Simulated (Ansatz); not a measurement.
# InAs (F-43m) in Ansatz: settings compared

One crystal, InAs, is run at these levels: BLYP+D4, PBE; tasks: relaxation of cell and atoms, single point.

Everything below comes from runs of Ansatz 0.2.0. Logs are shortened: lines on timing, memory, paths and dates and some standing lists are left out, and cuts for length are marked.

**Measured values to compare with.**

From a printed reference work, data compilation, for a bulk crystal of InAs at 4.2 K: band gap 0.418 eV (direct).

The results are compared with them further down.

**1. The structure**

It takes space group F-43m (No. 216, cubic). Conventional cell: a = 6.036 Å, b = 6.036 Å, c = 6.036 Å, α = 90.00°, β = 90.00°, γ = 90.00°. In (site symmetry -43m) has 4 As at 2.61 Å as nearest neighbours. Around As (site symmetry -43m) lie 4 In at 2.61 Å.

**2. Relaxation of cell and atoms, BLYP+D4**

The input, input.yaml:

```yaml
crystal:
  lattice:
    - [0.0, 3.018, 3.018]
    - [3.018, 0.0, 3.018]
    - [3.018, 3.018, 0.0]
  atoms:
    - { symbol: In, position: [0.0, 0.0, 0.0] }
    - { symbol: As, position: [0.75, 0.75, 0.75] }
hamiltonian:
  xc: blyp
  pseudopotentials: { kind: paw }
  dispersion: d4
kpoints:
  mp_grid: { grid: [8, 8, 8] }
scf:
  occupations: { method: fermi_dirac, width: 0.05 }
output:
  forces: true
  stress: true
relax:
  f_tol: 0.01
  max_steps: 40
  cell: { stress_tol: 0.05 }
```

Potentials or basis: Ansatz PAW.

Command:

```sh
> ansatz run input.yaml --threads 2 --pin off --max-ram 5632MiB --backend cpu --events-out ev --progress --plain --runs-dir out
```

Output:

```text
Warning: RAYON_NUM_THREADS=2 ignored (pool sized by the plan → 2); use --threads N
Engine: ansatz 0.2.0, x86_64-unknown-linux-gnu
Pseudopotentials: kind: paw
Pseudopotential: In, paw, valence charge 13, recommended cutoff 420 eV (normal), In.paw.azcp
Pseudopotential: As, paw, valence charge 15, recommended cutoff 420 eV (normal), As.paw.azcp
Functional definition: BLYP
  parameter beta = 0.0042
  parameter a = 0.04918
  parameter b = 0.132
  parameter c = 0.2533
  parameter d = 0.349
  exchange = b88_x(beta = beta)
  correlation = lyp_c(a = a, b = b, c = c, d = d)
Crystal: 2 atoms, lattice volume = 54.978 Å³
Basis set: ecut = 420 eV, 1067 PW (Γ), exchange–correlation on 60×60×60 points (8 copies of the dense FFT grid, shifted against one another)
Bands: 18, of which v1, the nominal top of the filled ones, is band 14 counted from 1 (13 counted from 0)
Symmetry: 24 space group operations
Space group: F-43m (ITA 216), of the structure as read, at distance tolerance 3.8e-5 Å
k-points: 29 of 512 (time reversal used)
Non-local potential: In, projectors of the file, l = 0: 2, l = 1: 2, l = 2: 2, l = 3: 2
Non-local potential: As, projectors of the file, l = 0: 2, l = 1: 2, l = 2: 3, l = 3: 1
PAW form: soft (Blöchl's): semilocal exchange-correlation on the pseudo side does not see the compensation charge
PAW frozen core: In, regenerated for the run's functional, and the local potential with it (the file was generated under x = pbe(κ = 0.804, μ = 0.2195149727645171), c = pbe(β = 0.06672455060314922))
PAW frozen core: As, regenerated for the run's functional, and the local potential with it (the file was generated under x = pbe(κ = 0.804, μ = 0.2195149727645171), c = pbe(β = 0.06672455060314922))
PAW one-centre angular grid: In, 590 points (default); XC on 64 Gauss nodes
PAW one-centre angular grid: As, 590 points (default); XC on 64 Gauss nodes
Initial density: superposition of atomic densities (neutral atoms: chi_scale 0, normalization atom), corrected by the library's trained network
Initial wavefunctions: pseudopotential atomic-orbital guess
Functional: x = b88, c = lyp
SCF iter   1: F=—  HF=-10482.329264 eV  |F-HF|=—  |Δ(HF+E_count)|=         —  Δρ=4.39e-3  dr2=5.96e-3  ethr=1.77e-3  ⟨swp⟩=6.0  Hψ=2547  notcnv=0
preconditioner: auto → none  [insulator: Δε(μ)=0.948 eV  Ē_g=14.834 eV  σ=0.050 eV  W_gap=0.72  n_scr=14 (ndim 8)  ℏωp=21.2 eV  f_vac=0.106  D(μ)=0.06/eV (n_scr^D=0)  ε∞_Penn≈3.1]
SCF iter   2: F=—  HF=-10482.326924 eV  |F-HF|=—  |Δ(HF+E_count)|=   2.34e-3  Δρ=2.31e-3  dr2=1.29e-3  ethr=2.13e-5  ⟨swp⟩=2.2  Hψ=991  notcnv=0
SCF iter   3: F=—  HF=-10482.326932 eV  |F-HF|=—  |Δ(HF+E_count)|=   8.01e-6  Δρ=6.55e-4  dr2=2.08e-4  ethr=4.60e-6  ⟨swp⟩=2.0  Hψ=830  notcnv=0
SCF iter   4: F=—  HF=-10482.326767 eV  |F-HF|=—  |Δ(HF+E_count)|=   1.64e-4  Δρ=1.68e-4  dr2=1.06e-5  ethr=7.41e-7  ⟨swp⟩=2.0  Hψ=929  notcnv=0
SCF iter   5: F=—  HF=-10482.326765 eV  |F-HF|=—  |Δ(HF+E_count)|=   2.90e-6  Δρ=8.96e-5  dr2=3.89e-6  ethr=3.79e-8  ⟨swp⟩=2.0  Hψ=929  notcnv=0
SCF iter   6: F=—  HF=-10482.326763 eV  |F-HF|=—  |Δ(HF+E_count)|=   1.47e-6  Δρ=1.97e-5  dr2=1.64e-7  ethr=1.39e-8  ⟨swp⟩=2.0  Hψ=782  notcnv=0
SCF iter   7: F=-10482.326763 eV  HF=-10482.326763 eV  |F-HF|=4.23e-9  |Δ(HF+E_count)|=   8.02e-8  Δρ=4.81e-6  dr2=7.22e-9  ethr=3.57e-10  ⟨swp⟩=4.1  Hψ=1775  notcnv=0
SCF 1 converged in 7 iterations: F = -10482.326763 eV  dr2 = 7.22e-9
relax step   1: F+E_penalty+E_count = -10482.32676300 eV  Δ(F+E_penalty+E_count) = +0.000e0 eV  max|allowed force component| = 1.318e-16 eV/Å  Δτ_max = 0.0000 Å  P = +3.205 GPa  Ω = 54.978 Å³  (7 SCF iters, dr2 threshold 1.00e-7 eV, accepted)
Crystal: 2 atoms, lattice volume = 59.053 Å³
Basis set: ecut = 420 eV, 1139 PW (Γ), exchange–correlation on 60×60×60 points (8 copies of the dense FFT grid, shifted against one another)
Initial density: handed on by an earlier stage of this run
Initial wavefunctions: those handed on with the density
iter 1 solved again at ethr=2.57e-5 eV; its pass at ethr=3.10e-3 eV (dr2=7.21e-3 eV) is discarded
SCF iter   1: F=—  HF=-10482.355222 eV  |F-HF|=—  |Δ(HF+E_count)|=         —  Δρ=2.66e-3  dr2=7.05e-3  ethr=2.57e-5  ⟨swp⟩=1.6  Hψ=3331  notcnv=0
preconditioner: auto → none  [insulator: Δε(μ)=0.744 eV  Ē_g=14.495 eV  σ=0.050 eV  W_gap=0.74  n_scr=14 (ndim 8)  ℏωp=20.5 eV  f_vac=0.136  D(μ)=0.06/eV (n_scr^D=0)  ε∞_Penn≈3.0]
SCF iter   2: F=—  HF=-10482.353728 eV  |F-HF|=—  |Δ(HF+E_count)|=   1.49e-3  Δρ=1.13e-3  dr2=7.56e-4  ethr=2.52e-5  ⟨swp⟩=2.0  Hψ=725  notcnv=0
SCF iter   3: F=—  HF=-10482.353700 eV  |F-HF|=—  |Δ(HF+E_count)|=   2.80e-5  Δρ=4.52e-4  dr2=1.31e-4  ethr=2.70e-6  ⟨swp⟩=2.0  Hψ=908  notcnv=0
SCF iter   4: F=—  HF=-10482.353705 eV  |F-HF|=—  |Δ(HF+E_count)|=   4.65e-6  Δρ=1.12e-4  dr2=4.63e-6  ethr=4.66e-7  ⟨swp⟩=3.0  Hψ=929  notcnv=0
SCF iter   5: F=-10482.353707 eV  HF=-10482.353707 eV  |F-HF|=5.78e-8  |Δ(HF+E_count)|=   1.47e-6  Δρ=1.93e-5  dr2=1.10e-7  ethr=7.14e-10  ⟨swp⟩=3.0  Hψ=2365  notcnv=0
SCF 2 converged in 5 iterations: F = -10482.353707 eV  dr2 = 1.10e-7
relax step   2: F+E_penalty+E_count = -10482.35370664 eV  Δ(F+E_penalty+E_count) = -2.694e-2 eV  max|allowed force component| = 5.782e-17 eV/Å  Δτ_max = 0.0000 Å  P = -0.759 GPa  Ω = 59.053 Å³  energy of the carried Pulay correction = -7.063e-4 eV  (5 SCF iters, dr2 threshold 2.00e-7 eV, accepted)
Crystal: 2 atoms, lattice volume = 58.227 Å³
iter 1 solved again at ethr=9.37e-7 eV; its pass at ethr=3.10e-3 eV (dr2=2.62e-4 eV) is discarded
SCF iter   1: F=—  HF=-10482.356097 eV  |F-HF|=—  |Δ(HF+E_count)|=         —  Δρ=5.08e-4  dr2=2.48e-4  ethr=9.37e-7  ⟨swp⟩=2.4  Hψ=3230  notcnv=0
preconditioner: auto → none  [insulator: Δε(μ)=0.810 eV  Ē_g=14.560 eV  σ=0.050 eV  W_gap=0.74  n_scr=14 (ndim 8)  ℏωp=20.6 eV  f_vac=0.119  D(μ)=0.06/eV (n_scr^D=0)  ε∞_Penn≈3.0]
SCF iter   2: F=—  HF=-10482.356043 eV  |F-HF|=—  |Δ(HF+E_count)|=   5.41e-5  Δρ=2.11e-4  dr2=2.62e-5  ethr=8.85e-7  ⟨swp⟩=2.0  Hψ=633  notcnv=0
SCF iter   3: F=—  HF=-10482.356036 eV  |F-HF|=—  |Δ(HF+E_count)|=   6.74e-6  Δρ=8.36e-5  dr2=4.47e-6  ethr=9.37e-8  ⟨swp⟩=2.0  Hψ=919  notcnv=0
SCF iter   4: F=-10482.356036 eV  HF=-10482.356036 eV  |F-HF|=2.60e-8  |Δ(HF+E_count)|=   1.69e-8  Δρ=2.14e-5  dr2=1.64e-7  ethr=7.14e-10  ⟨swp⟩=3.0  Hψ=2138  notcnv=0
SCF 3 converged in 4 iterations: F = -10482.356036 eV  dr2 = 1.64e-7
relax step   3: F+E_penalty+E_count = -10482.35603626 eV  Δ(F+E_penalty+E_count) = -2.330e-3 eV  max|allowed force component| = 5.609e-17 eV/Å  Δτ_max = 0.0000 Å  P = -0.081 GPa  Ω = 58.227 Å³  energy of the carried Pulay correction = -5.672e-4 eV  (4 SCF iters, dr2 threshold 2.00e-7 eV, accepted)
Crystal: 2 atoms, lattice volume = 58.136 Å³
iter 1 solved again at ethr=1.44e-8 eV; its pass at ethr=3.10e-3 eV (dr2=4.04e-6 eV) is discarded
SCF iter   1: F=—  HF=-10482.356080 eV  |F-HF|=—  |Δ(HF+E_count)|=         —  Δρ=6.94e-5  dr2=3.63e-6  ethr=1.44e-8  ⟨swp⟩=2.0  Hψ=2954  notcnv=0
preconditioner: auto → none  [insulator: Δε(μ)=0.808 eV  Ē_g=14.566 eV  σ=0.050 eV  W_gap=0.74  n_scr=14 (ndim 8)  ℏωp=20.7 eV  f_vac=0.121  D(μ)=0.06/eV (n_scr^D=0)  ε∞_Penn≈3.0]
SCF iter   2: F=—  HF=-10482.356076 eV  |F-HF|=—  |Δ(HF+E_count)|=   4.54e-6  Δρ=3.20e-5  dr2=5.07e-7  ethr=1.30e-8  ⟨swp⟩=2.0  Hψ=619  notcnv=0
SCF iter   3: F=—  HF=-10482.356076 eV  |F-HF|=—  |Δ(HF+E_count)|=   9.33e-8  Δρ=1.01e-5  dr2=7.91e-8  ethr=1.81e-9  ⟨swp⟩=2.0  Hψ=901  notcnv=0
SCF iter   4: F=-10482.356076 eV  HF=-10482.356076 eV  |F-HF|=5.93e-10  |Δ(HF+E_count)|=   6.12e-9  Δρ=2.97e-6  dr2=2.93e-9  ethr=5.87e-11  ⟨swp⟩=5.0  Hψ=1902  notcnv=0
SCF 4 converged in 4 iterations: F = -10482.356076 eV  dr2 = 2.93e-9
relax step   4: F+E_penalty+E_count = -10482.35607596 eV  Δ(F+E_penalty+E_count) = -3.970e-5 eV  max|allowed force component| = 4.062e-17 eV/Å  Δτ_max = 0.0000 Å  P = -0.003 GPa  Ω = 58.136 Å³  energy of the carried Pulay correction = -5.517e-4 eV  (4 SCF iters, dr2 threshold 1.64e-8 eV, accepted)
Initial wavefunctions: pseudopotential atomic-orbital guess (no wavefunctions were taken with the density)
iter 1 solved again at ethr=3.77e-7 eV; its pass at ethr=3.10e-3 eV (dr2=1.06e-4 eV) is discarded
SCF iter   1: F=—  HF=-10482.356623 eV  |F-HF|=—  |Δ(HF+E_count)|=         —  Δρ=6.71e-5  dr2=4.30e-7  ethr=3.77e-7  ⟨swp⟩=2.8  Hψ=3768  notcnv=0
SCF iter   2: F=—  HF=-10482.356637 eV  |F-HF|=—  |Δ(HF+E_count)|=   1.36e-5  Δρ=3.19e-5  dr2=1.15e-7  ethr=1.53e-9  ⟨swp⟩=2.0  Hψ=914  notcnv=0
SCF iter   3: F=—  HF=-10482.356642 eV  |F-HF|=—  |Δ(HF+E_count)|=   4.76e-6  Δρ=9.86e-6  dr2=8.28e-9  ethr=4.11e-10  ⟨swp⟩=2.0  Hψ=639  notcnv=0
SCF iter   4: F=—  HF=-10482.356642 eV  |F-HF|=—  |Δ(HF+E_count)|=   4.86e-7  Δρ=9.78e-7  dr2=1.56e-10  ethr=2.96e-11  ⟨swp⟩=2.0  Hψ=929  notcnv=0
SCF iter   5: F=—  HF=-10482.356642 eV  |F-HF|=—  |Δ(HF+E_count)|=   2.84e-9  Δρ=2.61e-7  dr2=3.89e-11  ethr=1.00e-12  ⟨swp⟩=6.0  Hψ=2372  notcnv=0
SCF iter   6: F=-10482.356642 eV  HF=-10482.356642 eV  |F-HF|=0.00e0  |Δ(HF+E_count)|=  9.09e-12  Δρ=6.93e-8  dr2=1.99e-12  ethr=1.00e-12  ⟨swp⟩=5.9  Hψ=2185  notcnv=0
SCF 5 converged in 6 iterations: F = -10482.356642 eV  dr2 = 1.99e-12
relax step   5: F+E_penalty+E_count = -10482.35664230 eV  Δ(F+E_penalty+E_count) = -5.663e-4 eV  max|allowed force component| = 4.380e-17 eV/Å  Δτ_max = 0.0000 Å  P = -0.003 GPa  Ω = 58.136 Å³  stress off target by 2.73e-3 GPa  SCF on the basis re-selected at this cell (its energy is not comparable with the rows above)  (6 SCF iters)
basis re-selected at this cell: Δ(F+E_penalty+E_count) = -5.663e-4 eV, ΔP = +0.000 GPa vs the last step (what re-selecting the basis moved, of the pressure what is left beyond the Pulay correction that the steps carried, after the strain that the cell walked since its last selection, with what the two solves' SCF thresholds leave and, on support functions, any second-order correction that the steps lacked; it is no measure of the basis error at this ecutwfc). This SCF's stress stands 2.73e-3 GPa from its target on what of the cell is left free (relax.cell.stress_tol is 5.00e-2 GPa) and its largest allowed force component is 4.38e-17 eV/Å (relax.f_tol is 1.00e-2 eV/Å): within both
SCF converged after 6 iterations
Free energy (F): -10482.356642 eV
Harris-Foulkes:  -10482.356642 eV  (|F-HF|=0.00e0)
Internal energy: -10482.356061 eV  (E = F + TS)
E sigma→0 (E₀):  -10482.356351 eV
Entropy (-TS):   -0.000582 eV (-0.291 meV/atom)
Fermi energy:    7.645134 eV
--- Per-component energies (eV) ---
  E_band       = -316.930316
  E_kinetic    = 347.474574
  E_local      = -3342.785820  (includes V_loc(G=0)·N_el)
  E_nonlocal   = -307.556619
  E_hartree    = 1614.639123
  E_xc         = -291.166491
  E_vxc        = -174.733850  (∫ρ·V_xc dr)
  E_paw        = -6020.567082  (= ΣΔE_a)
  E_vpaw       = -68.606873  (= ΣTr[D̂ρ^β])
  E_aug_tail   = 0.000037  (compensation charges beyond the density's cutoff)
  E_ewald      = -2481.178557
  E_disp       = -1.221714  (pairwise vdW)
  E_core_change = 0.006488  (= ΣΔE_core)
  E_smearing   = -0.000582  (= −TS)
  E_closure    = 0.000000  (closes the sum)
  Σ components = -10482.356642   (vs F -10482.356642, Δ=0.00e0)
--- Forces (eV/Å), atoms counted from 1 ---
  atom   1  In    -0.00000000     0.00000000     0.00000000
  atom   2  As     0.00000000    -0.00000000    -0.00000000
  max |Σ_I F_I| component: 7.89e-17 eV/Å
--- Stress (GPa, compression-positive) ---
       -0.002732       0.000000       0.000000
        0.000000      -0.002732       0.000000
        0.000000       0.000000      -0.002732
  P = ⅓ Tr σ = -0.0027 GPa (-0.027 kbar)
--- Relaxed structure (4 steps of the walk, 4 accepted, 1 SCFs on fresh bases) ---
  F+E_penalty+E_count = -10482.35664230 eV   max|allowed force component| = 4.380e-17 eV/Å   (the final SCF, on the basis selected at the relaxed cell)
  cell:  # Å, volume = 58.1355 Å³
    - [1.8088565692160638e-33, 3.074707631241815, 3.074707631241815]
    - [3.074707631241815, 1.095504986029215e-32, 3.074707631241815]
    - [3.074707631241815, 3.074707631241815, 6.827798512787356e-33]
  atoms:
    - { symbol: In, position: [3.7624128441958506e-34, 1.342769248281911e-34, -9.851406069078182e-34] }
    - { symbol: As, position: [0.7499999999999998, 0.7499999999999998, 0.7499999999999998] }
```

Run time: 9.8 s. Hardware: 2 threads of Intel Xeon at 2.70GHz, shared host; peak memory 0.39 GiB.

Results:

```
Free energy                            : -10482.3566 eV
Relaxed volume                         : 29.07 Å³/atom
Relaxed cell                           : a = 4.348 Å, b = 4.348 Å, c = 4.348 Å, α = 60.00°, β = 60.00°, γ = 60.00°
Space group after relaxing (to 0.05 Å) : F-43m (No. 216)
Energy gained by relaxing              : 14.9 meV/atom
Ionic steps                            : 5
Pressure after relaxing                : 0.0 GPa
```

Step by step:
```csv
step,energy change (eV),largest force (eV/Å),volume (Å³)
1,0.0000,0.0000,54.98
2,-0.0269,0.0000,59.05
3,-0.0293,0.0000,58.23
4,-0.0293,0.0000,58.14
5,-0.0299,0.0000,58.14
```

Final structure:
```cif
data_structure
_symmetry_space_group_name_H-M 'P 1'
_symmetry_Int_Tables_number 1
_cell_length_a 4.3483
_cell_length_b 4.3483
_cell_length_c 4.3483
_cell_angle_alpha 60.000
_cell_angle_beta 60.000
_cell_angle_gamma 60.000
_cell_volume 58.14
loop_
_atom_site_label
_atom_site_type_symbol
_atom_site_fract_x
_atom_site_fract_y
_atom_site_fract_z
_atom_site_occupancy
In1 In 0.00000 0.00000 0.00000 1
As1 As 0.75000 0.75000 0.75000 1
```

Caveat: the plane-wave basis is chosen anew once the cell has moved, so the energies of steps on either side of that aren't comparable; the PAW data sets come from PBE, with cores solved anew for the run's functional, which leaves a small shift of forces and pressure. Zero-point motion and thermal expansion aren't in these numbers.

**3. Single point, PBE**

The input, input.yaml:

```yaml
crystal:
  lattice:
    - [0.0, 3.018, 3.018]
    - [3.018, 0.0, 3.018]
    - [3.018, 3.018, 0.0]
  atoms:
    - { symbol: In, position: [0.0, 0.0, 0.0] }
    - { symbol: As, position: [0.75, 0.75, 0.75] }
hamiltonian:
  xc: pbe
  pseudopotentials: { kind: paw }
kpoints:
  mp_grid: { grid: [8, 8, 8] }
scf:
  occupations: { method: gaussian, width: 0.029 }
output:
  forces: true
  stress: true
  eigenvalues: true
```

Potentials or basis: Ansatz PAW.

Command:

```sh
> ansatz run input.yaml --threads 2 --pin off --max-ram 5632MiB --backend cpu --events-out ev --progress --plain --runs-dir out
```

Run time: 1.3 s. Hardware: 2 threads of Intel Xeon at 2.70GHz, shared host; peak memory 0.37 GiB.

It converged, with:

| Property | Result |
| --- | --- |
| Free energy | -10454.4131 eV |
| Pressure | 4.3 GPa |
| Band gap on the k mesh | none (metal or under the smearing width) |

Levels at points of the mesh, in eV from the Fermi level:
```
             k point  band 12  band 13  band 14  band 15  band 16  band 17
  (0.00, 0.00, 0.00)    -0.18    -0.01    -0.01    -0.01     3.91     3.91
 (0.00, 0.00, -0.50)    -5.79    -1.00    -1.00     0.96     4.68     4.68
(0.00, -0.50, -0.50)    -5.86    -2.35    -2.35     1.54     2.06     9.21
```

Caveat: this crystal is a semiconductor, whose small gap the functional closes, so the metal is an error of the method.

**4. Single point, PBE**

input.yaml: that of step 3 with these lines changed.

```diff
@@ -14,3 +14,3 @@
 scf:
-  occupations: { method: gaussian, width: 0.029 }
+  occupations: { method: gaussian, width: 0.03 }
 output:
```

Command:

```sh
> ansatz run input.yaml --threads 2 --pin off --max-ram 5632MiB --backend cpu --events-out ev --progress --plain --runs-dir out
```

It took 1.3 s on 2 threads of Intel Xeon at 2.70GHz, shared host; peak memory 0.37 GiB.

The run converged. Its results:

```yaml
Free_energy: -10454.4131 eV
Pressure: 4.3 GPa
Band_gap_on_the_k_mesh: none (metal or under the smearing width)
```

Levels at points of the mesh, in eV from the Fermi level:
```csv
k point,band 11,band 12,band 13,band 14,band 15,band 16,band 17,band 18
"(0.00, 0.00, 0.00)",-11.91,-0.18,-0.01,-0.01,-0.01,3.91,3.91,3.91
"(0.00, 0.00, -0.50)",-10.42,-5.79,-1.00,-1.00,0.96,4.68,4.68,6.86
"(0.00, -0.50, -0.50)",-9.88,-5.86,-2.35,-2.35,1.54,2.06,9.21,9.31
```

Caveat: this crystal is a semiconductor, whose small gap the functional closes, so the metal is an error of the method.

**5. Overview**

| task | level | cell | smearing | gap on the mesh (eV) | pressure (GPa) |
| --- | --- | --- | --- | --- | --- |
| relaxation of cell and atoms | BLYP+D4 | relaxed | fermi-dirac 0.05 eV | - | 0.0 |
| single point | PBE | as given | gaussian 0.029 eV | none | 4.3 |
| single point | PBE | as given | gaussian 0.03 eV | none | 4.3 |

Alike in all rows: potentials or basis Ansatz PAW; no spin polarisation; k mesh 8 × 8 × 8; cutoff (eV) 420.

Caveats: this crystal is a semiconductor, whose small gap the functional closes, so the metal is an error of the method (some runs); the plane-wave basis is chosen anew once the cell has moved, so the energies of steps on either side of that aren't comparable (some runs); the PAW data sets come from PBE, with cores solved anew for the run's functional, which leaves a small shift of forces and pressure (some runs).

Total energies depend on the potentials used, so only differences within one code and one set of settings carry meaning.

**6. How close it comes**

Step 3. Measured gap of InAs: 0.418 eV (direct; 4.2 K; a printed reference work, data compilation). This calculation gives 0.00 eV (-0.42 eV). Spin-orbit coupling on As, In is left out. The value is that of PBE on a finite k mesh, which can miss the band edges, without temperature or zero-point motion. Semilocal functionals fall short of measured gaps as a rule.

Step 4. Measured gap of InAs: 0.418 eV (direct; 4.2 K; a printed reference work, data compilation). This calculation gives 0.00 eV (-0.42 eV). Spin-orbit coupling on As, In is left out. The value is that of PBE on a finite k mesh, which can miss the band edges, without temperature or zero-point motion. Semilocal functionals fall short of measured gaps as a rule.
